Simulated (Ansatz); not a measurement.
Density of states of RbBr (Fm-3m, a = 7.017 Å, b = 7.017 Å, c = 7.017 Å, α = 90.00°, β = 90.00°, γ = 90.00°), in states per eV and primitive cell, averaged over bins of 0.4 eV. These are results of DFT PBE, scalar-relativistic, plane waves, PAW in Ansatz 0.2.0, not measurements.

Cutoff 420 eV; k points 6×6×6 on the computed 2-atom cell (Γ-centred); Gaussian smearing, width 0.02 eV; no spin polarisation.

The cell is relaxed at this level. The states (both spins) are summed by tetrahedra on a 9×9×9 mesh at the self-consistent density. Energies are bin centres; the table starts no lower than −8 eV and ends at 6 eV, or lower where the solved bands end.

The gap is 4.19 eV at this level, with the zero inside it.

```csv
E − E_F (eV),total,Br 4p,Rb 5s,Br 4s,Rb 4p
-2.75,4.29,3.85,0.37,0.01,0.03
-2.35,10.49,10.27,0.04,0.00,0.08
-1.95,0.22,0.22,0.00,0.00,0.00
-1.55,0.00,0.00,0.00,0.00,0.00
-1.15,0.00,0.00,0.00,0.00,0.00
-0.75,0.00,0.00,0.00,0.00,0.00
-0.35,0.00,0.00,0.00,0.00,0.00
0.05,0.00,0.00,0.00,0.00,0.00
0.45,0.00,0.00,0.00,0.00,0.00
0.85,0.00,0.00,0.00,0.00,0.00
1.25,0.00,0.00,0.00,0.00,0.00
1.65,0.00,0.00,0.00,0.00,0.00
2.05,0.00,0.00,0.00,0.00,0.00
2.45,0.09,0.00,0.07,0.01,0.00
2.85,0.18,0.01,0.14,0.03,0.00
3.25,0.29,0.02,0.21,0.03,0.00
3.65,0.63,0.03,0.32,0.04,0.01
4.05,1.39,0.04,0.41,0.04,0.01
4.45,2.86,0.07,0.70,0.04,0.01
4.85,2.56,0.07,0.68,0.03,0.00
5.25,2.09,0.10,0.79,0.01,0.00
```

The columns after the total are the Löwdin projections on the occupied valence shells of the potentials. The rest of the total lies in shells that are empty in the free atom, which aren't projected, and between the atoms.

Cost: 1 run of about 0.17 core-minutes, on Arm Neoverse V2 (shared hosts).